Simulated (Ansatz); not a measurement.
# How much does Ir in W(100), 2x2 scatter?, part 3 of 3

How strong a scatterer is Ir in W(100), 2x2, and does relaxation matter?

Ansatz 0.2.0; Ansatz plane-wave DFT, PBE, PAW files; ballistic transport by layer matching (Landauer), zero bias; PAW set soft_1 (the session's first sound run).

So far, resistivity per at.% scaled from this dense plane, with the factor 3/4 for isotropic scattering (µΩ cm): step 3 (resistance at ideal sites) 4.93.

## 5. Transmission after relaxation, relaxed yes

The transmission is solved again on the relaxed atoms.

This step: Ansatz plane-wave DFT, PBE, PAW files; ballistic transport by layer matching (Landauer), zero bias; PAW set soft_1 (Ansatz 0.2.0).

The input, input.yaml:

```yaml
crystal:
  lattice:
    - [6.3296, 0.0, 0.0]
    - [0.0, 6.3296, 0.0]
    - [0.0, 0.0, 28.4832]
  atoms:
    - { symbol: W, position: [0.0, 0.0, 0.0277777778] }
    - { symbol: W, position: [0.0, 0.5, 0.0277777778] }
    - { symbol: W, position: [0.5, 0.0, 0.0277777778] }
    - { symbol: W, position: [0.5, 0.5, 0.0277777778] }
    - { symbol: W, position: [0.25, 0.25, 0.0833333333] }
    - { symbol: W, position: [0.25, 0.75, 0.0833333333] }
    - { symbol: W, position: [0.75, 0.25, 0.0833333333] }
    - { symbol: W, position: [0.75, 0.75, 0.0833333333] }
    - { symbol: W, position: [0.0, 0.0, 0.1388888889] }
    - { symbol: W, position: [0.0, 0.5, 0.1388888889] }
    - { symbol: W, position: [0.5, 0.0, 0.1388888889] }
    - { symbol: W, position: [0.5, 0.5, 0.1388888889] }
    - { symbol: W, position: [0.25, 0.25, 0.1944444444] }
    - { symbol: W, position: [0.25, 0.75, 0.1944444444] }
    - { symbol: W, position: [0.75, 0.25, 0.1944444444] }
    - { symbol: W, position: [0.75, 0.75, 0.1944444444] }
    - { symbol: W, position: [0.0, 0.0, 0.25] }
    - { symbol: W, position: [0.0, 0.5, 0.25] }
    - { symbol: W, position: [0.5, 0.0, 0.25] }
    - { symbol: W, position: [0.5, 0.5, 0.25] }
    - { symbol: W, position: [0.25, 0.25, 0.305991006] }
    - { symbol: W, position: [0.25, 0.75, 0.3055683157] }
    - { symbol: W, position: [0.75, 0.25, 0.3055683157] }
    - { symbol: W, position: [0.75, 0.75, 0.3053831284] }
    - { symbol: W, position: [0.00029883, 0.00029883, 0.3612894634] }
    - { symbol: W, position: [0.00029883, 0.49970117, 0.3612894634] }
    - { symbol: W, position: [0.49970117, 0.00029883, 0.3612894634] }
    - { symbol: W, position: [0.49970117, 0.49970117, 0.3612894634] }
    - { symbol: W, position: [0.25, 0.25, 0.4181354567] }
    - { symbol: W, position: [0.25, 0.75, 0.416910938] }
    - { symbol: W, position: [0.75, 0.25, 0.416910938] }
    - { symbol: W, position: [0.75, 0.75, 0.4159604956] }
    - { symbol: W, position: [-0.0026213185, -0.0026213185, 0.4719333393] }
    - { symbol: W, position: [-0.0026213185, 0.5026213185, 0.4719333393] }
    - { symbol: W, position: [0.5026213185, -0.0026213185, 0.4719333393] }
    - { symbol: W, position: [0.5026213185, 0.5026213185, 0.4719333393] }
    - { symbol: Ir, position: [0.25, 0.25, 0.5277977779] }
    - { symbol: W, position: [0.25, 0.75, 0.5277974284] }
    - { symbol: W, position: [0.75, 0.25, 0.5277974284] }
    - { symbol: W, position: [0.75, 0.75, 0.5278055454] }
    - { symbol: W, position: [-0.0026021006, -0.0026021006, 0.58367121] }
    - { symbol: W, position: [-0.0026021006, 0.5026021006, 0.58367121] }
    - { symbol: W, position: [0.5026021006, -0.0026021006, 0.58367121] }
    - { symbol: W, position: [0.5026021006, 0.5026021006, 0.58367121] }
    - { symbol: W, position: [0.25, 0.25, 0.6375297537] }
    - { symbol: W, position: [0.25, 0.75, 0.6386924299] }
    - { symbol: W, position: [0.75, 0.25, 0.6386924299] }
    - { symbol: W, position: [0.75, 0.75, 0.6396120774] }
    - { symbol: W, position: [0.000401603, 0.000401603, 0.6943153261] }
    - { symbol: W, position: [0.000401603, 0.499598397, 0.6943153261] }
    - { symbol: W, position: [0.499598397, 0.000401603, 0.6943153261] }
    - { symbol: W, position: [0.499598397, 0.499598397, 0.6943153261] }
    - { symbol: W, position: [0.25, 0.25, 0.75] }
    - { symbol: W, position: [0.25, 0.75, 0.75] }
    - { symbol: W, position: [0.75, 0.25, 0.75] }
    - { symbol: W, position: [0.75, 0.75, 0.75] }
    - { symbol: W, position: [0.0, 0.0, 0.8055555556] }
    - { symbol: W, position: [0.0, 0.5, 0.8055555556] }
    - { symbol: W, position: [0.5, 0.0, 0.8055555556] }
    - { symbol: W, position: [0.5, 0.5, 0.8055555556] }
    - { symbol: W, position: [0.25, 0.25, 0.8611111111] }
    - { symbol: W, position: [0.25, 0.75, 0.8611111111] }
    - { symbol: W, position: [0.75, 0.25, 0.8611111111] }
    - { symbol: W, position: [0.75, 0.75, 0.8611111111] }
    - { symbol: W, position: [0.0, 0.0, 0.9166666667] }
    - { symbol: W, position: [0.0, 0.5, 0.9166666667] }
    - { symbol: W, position: [0.5, 0.0, 0.9166666667] }
    - { symbol: W, position: [0.5, 0.5, 0.9166666667] }
    - { symbol: W, position: [0.25, 0.25, 0.9722222222] }
    - { symbol: W, position: [0.25, 0.75, 0.9722222222] }
    - { symbol: W, position: [0.75, 0.25, 0.9722222222] }
    - { symbol: W, position: [0.75, 0.75, 0.9722222222] }
kpoints:
  mp_grid: { grid: [4, 4, 1] }
hamiltonian:
  xc: pbe
  pseudopotentials: { kind: paw, azcp: { folder: soft_1 } }
scf:
  occupations: { method: fermi_dirac, width: 0.1 }
output:
  transmission: { leads: [[0, 4]], kmesh: [8, 8], e_range: [-0.05, 0.05], de: 0.05 }
  write_potential: true
  write_density: true
  volumetric_format: npy
```

Run with:

```console
> ansatz run input.yaml --threads 4 --pin off --max-ram 15360MiB --backend cpu --events-out ev --progress --plain --runs-dir out
```

Numbers of over 12 decimals in the logs are rounded to 6 here.

What it wrote:

```text
[...]
Crystal: 72 atoms, lattice volume = 1141.146 Å³
Basis set: ecut = 420 eV, 22299 PW (Γ)
Bands: 607, of which v1, the nominal top of the filled ones, is band 506 counted from 1 (505 counted from 0)
Symmetry: 8 space group operations
[...]
k-points: 6 of 16
[...]
SCF iter   1: F=—  HF=-749357.139510 eV  |F-HF|=—  |Δ(HF+E_count)|=         —  Δρ=6.71e-2  dr2=7.54e2  ethr=3.10e-3  ⟨swp⟩=5.3  Hψ=11341  notcnv=0
[...]
SCF iter  10: F=-749336.726808 eV  HF=-749336.726808 eV  |F-HF|=6.17e-9  |Δ(HF+E_count)|=   2.65e-8  Δρ=3.44e-7  dr2=6.71e-9  ethr=9.89e-12  ⟨swp⟩=5.7  Hψ=8936  notcnv=0
SCF 1 converged in 10 iterations: F = -749336.726808 eV  dr2 = 6.71e-9
[...]
transmission: 60 of 555 steps passed
transmission: 111 of 555 steps passed
[...]
transmission: 555 of 555 steps passed
SCF converged after 10 iterations
Free energy (F): -749336.726808 eV
[...]
Internal energy: -749335.401298 eV  (E = F + TS)
E sigma→0 (E₀):  -749336.064053 eV
Entropy (-TS):   -1.325510 eV (-18.410 meV/atom)
Fermi energy:    22.437645 eV
[...]
--- Band table (eV; the first three rows and the last of 6) ---
  k-point 0: bands = [... 502 lower, 22.3534, 22.3634, 22.3724, 22.3772, 22.3772, 22.3919, 22.5930, 22.5930, ... 97 higher]
  k-point 1: bands = [... 502 lower, 22.3085, 22.3351, 22.3566, 22.3681, 22.3747, 22.4416, 22.4785, 22.4858, ... 97 higher]
  k-point 2: bands = [... 502 lower, 22.4877, 22.4899, 22.5120, 22.5201, 22.5683, 22.5955, 22.6097, 22.6211, ... 97 higher]
  k-point 5: bands = [... 502 lower, 21.7349, 21.7479, 22.4001, 22.4097, 22.5504, 22.5504, 22.8084, 22.9511, ... 97 higher]
--- Transmission ---
  basis      : 349 plane waves across, 37 finite elements along
  points     : 15, standing for a mesh of 8 x 8
[...]
channels       : 5.031250e0 a spin
[...]
slowest decay  : 0.0389 /Å at (0.5000, 0.5000)
  junction   : crystal 0 to crystal 0, 0.69 to 27.59 Å
    transmission   : 4.002162e0 a spin
[...]
```

Run time: 5 min. Hardware: 4 threads of Intel Xeon Platinum 8375C at 2.90GHz (Ice Lake), shared host; peak memory 8.9 GiB; 18 min of CPU time.

This step gave:

```yaml
transmission_per_spin_nearest_the_fermi_level: 4.002
step_of_the_lead_s_potential: 0.7 meV
```

Per spin. Transmission, zone mean against energy, zero at the Fermi level:

```tsv
energy (eV)	transmission, zone mean
-0.0500	3.82
0.0000	4.00
0.0500	4.04
```

Transmission over k1 and k2. At 0.0000 eV from the Fermi level.

Values, 8 rows by 8 columns:
```
 1.7  0.9  2.5  2.7  4.1  2.7  2.5  0.9
 2.0  2.5  1.8  4.1  5.2  4.1  1.8  2.5
 3.3  2.7  4.1 10.2 11.6 10.2  4.1  2.7
 3.4  4.1  5.2 11.6 12.0 11.6  5.2  4.1
 3.3  2.7  4.1 10.2 11.6 10.2  4.1  2.7
 2.0  2.5  1.8  4.1  5.2  4.1  1.8  2.5
 1.7  0.9  2.5  2.7  4.1  2.7  2.5  0.9
 0.0  1.7  2.0  3.3  3.4  3.3  2.0  1.7
```
Columns: k1 (b1) from -0.5 to 0.375; rows upwards: k2 (b2) from -0.5 to 0.375.

Over the solved energies the transmission per spin lies between 3.82 and 4.04, out of 5.11 channels of the lead on average (up to 5.66).

## 6. Resistance after relaxation

This step: Ansatz plane-wave DFT, PBE, PAW files; ballistic transport by layer matching (Landauer), zero bias; area resistance of the defect plane and resistivity an atomic per cent; PAW set soft_1 (Ansatz 0.2.0).

This step gave:

```yaml
area_resistance: 0.2966 fΩ m²
t_over_the_leads_mean_channel_count: 0.7731
resistivity_per_at_scaled_from_this_dense_plane_with_the_factor_3_over_4_for_isotropic_scattering: 5.624 µΩ cm
```

Averaged over the energies near the Fermi level, 77.3 % of the channels pass, which makes 0.297 fΩ m², against 0.260 on ideal sites.

## 7. What came out

- share of channels that pass, rigid: 0.796
- area resistance, rigid: 0.260 fΩ m²
- resistivity per at.% from the area resistance, times 3/4, rigid: 4.93 µΩ cm
- share of channels that pass, relaxed: 0.773
- area resistance, relaxed: 0.297 fΩ m²
- resistivity per at.% from the area resistance, times 3/4, relaxed: 5.62 µΩ cm

**Reading.** The plane of defects adds 0.30 fΩ m². Scaled to one atomic per cent that is 7.5 µΩ cm as it stands and 5.6 with the factor 3/4 for isotropic scattering on a spherical Fermi surface; with the reflection in place of the resistance taken as linear in the density it would be 4.3. These are rough estimates of the dilute value, not bounds. One Ir in each 2x2 cell reflects 23 % of the lead's channels. The relaxed cell differs by 14 % in resistance; between the two runs the lead's own channel count goes from 5.11 to 5.11, so the change comes from the moved atoms. The defects form a dense periodic sheet that scatters coherently, unlike a dilute random alloy. T and N are means over the solved energies nearest the Fermi level. Spin-orbit coupling is left out, which matters for Ir and W.

[Logs are printed without paths, hosts, clocks, repeated set-up lines and the standing remarks that a program may print on its own settings, such as how far it seeks lower states.]

[Hosts, paths, dates, database ids (printed as entryN), source tags and the programs' standing remarks are cut or masked in the printed files.]
